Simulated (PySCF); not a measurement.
Indirect couplings

Geometry:
```csv
atom,x (Å),y (Å),z (Å)
C1,-0.218,-1.152,0.128
C2,1.114,-0.382,0.072
C3,0.684,1.102,0.036
N4,-0.674,1.129,-0.482
C5,-1.291,-0.041,0.121
H6,-0.331,-1.794,-0.746
H7,-0.297,-1.775,1.017
H8,1.672,-0.638,-0.828
H9,1.747,-0.590,0.933
H10,0.655,1.507,1.051
H11,1.345,1.725,-0.567
H12,-0.649,1.011,-1.492
H13,-2.198,-0.324,-0.413
H14,-1.560,0.224,1.147
```

Indirect spin–spin couplings were computed at B3LYP/pcJ-1 (spin–dipole term only in couplings to heteroatoms) (PySCF 2.14) on a GFN2-xTB structure, for the isolated molecule, without vibrational or relativistic corrections. Couplings are averaged over pairs made equivalent by symmetry, fast rotation or ring inversion, so a value needn't be that of the named pair in this geometry, while other rotamers aren't included; one pair stands for each set, and the list holds those of at least 1.5 Hz over up to four bonds.

Isotopes: ¹³C, ¹H, ¹⁵N.

| pair | bonds | J (Hz) |
| --- | --- | --- |
| C1, C2 | 1 | 38.4 |
| C1, C5 | 1 | ? |
| C1, H6 | 1 | ? |
| C3, N4 | 1 | -2.3 |
| C3, H10 | 1 | ? |
| N4, H12 | 1 | -64.9 |
| C1, H8 | 2 | -2.4 |
| C3, C5 | 2 | ? |
| C3, H8 | 2 | -2.3 |
| C3, H12 | 2 | -2.6 |
| N4, H10 | 2 | -2.9 |
| H6, H7 | 2 | -12.8 |
| H10, H11 | 2 | ? |
| C1, H10 | 3 | 3.6 |
| C3, H6 | 3 | 2.1 |
| C3, H13 | 3 | ? |
| H6, H8 | 3 | 13.0 |
| H6, H9 | 3 | 5.1 |
| H6, H13 | 3 | 9.0 |
| H6, H14 | 3 | 6.0 |
| H10, H12 | 3 | ? |

Estimate the withheld couplings, with signs.

Answers


- ¹J(C1,C5) = 30.6 Hz (bond length 1.545 Å)
- ¹J(C1,H6) = 135.5 Hz (bond length 1.090 Å, sp3 carbon)
- ¹J(C3,H10) = 143.2 Hz (bond length 1.094 Å, sp3 carbon)
- ²J(C3,C5) = 2.8 Hz (angle at N4 104°)
- ²J(H10,H11) = -12.8 Hz
- ³J(C3,H13) = 5.6 Hz (mean over equivalent pairs that range from 0.1 to 11.1 Hz in this conformer)
- ³J(H10,H12) = 10.7 Hz (mean over equivalent pairs that range from 6.1 to 15.2 Hz in this conformer)
